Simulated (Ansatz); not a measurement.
Runs of Ansatz 0.2.0 on C. The cell holds a slab with vacuum, 4 atoms: a = 2.456 Å, b = 2.456 Å, c = 24.134 Å, α = 90.00°, β = 90.00°, γ = 120.00°. 

```csv
task,level,cell,points for each segment of the path,mesh quality,gap on the mesh (eV),relaxed volume (Å³/atom),largest force (eV/Å)
relaxation of cell and atoms,HSE06,relaxed,-,not flagged,(a),31.35,-
single point,PBE0,as given,-,not flagged,2.84,-,0.04
band structure,HSE06,as given,4,coarse,-,-,0.04
relaxation of cell and atoms,PBE0,relaxed,-,not flagged,2.99,(b),-
```

Alike in all rows: potentials or basis Ansatz PAW; no spin polarisation; k mesh 8 × 8 × 2; cutoff (eV) 420; smearing fermi-dirac 0.05 eV.

Task: Fill in the values left out.

Result: (a) 2.40; (b) 31.36.

Caveats: some runs use coarse meshes; the PAW data sets come from PBE, with cores solved anew for the run's functional, which leaves a small shift of forces and pressure; the plane-wave basis is chosen anew once the cell has moved, so the energies of steps on either side of that aren't comparable (some runs); the thresholds are loose for stress (some runs).

A k mesh can miss the band edges.
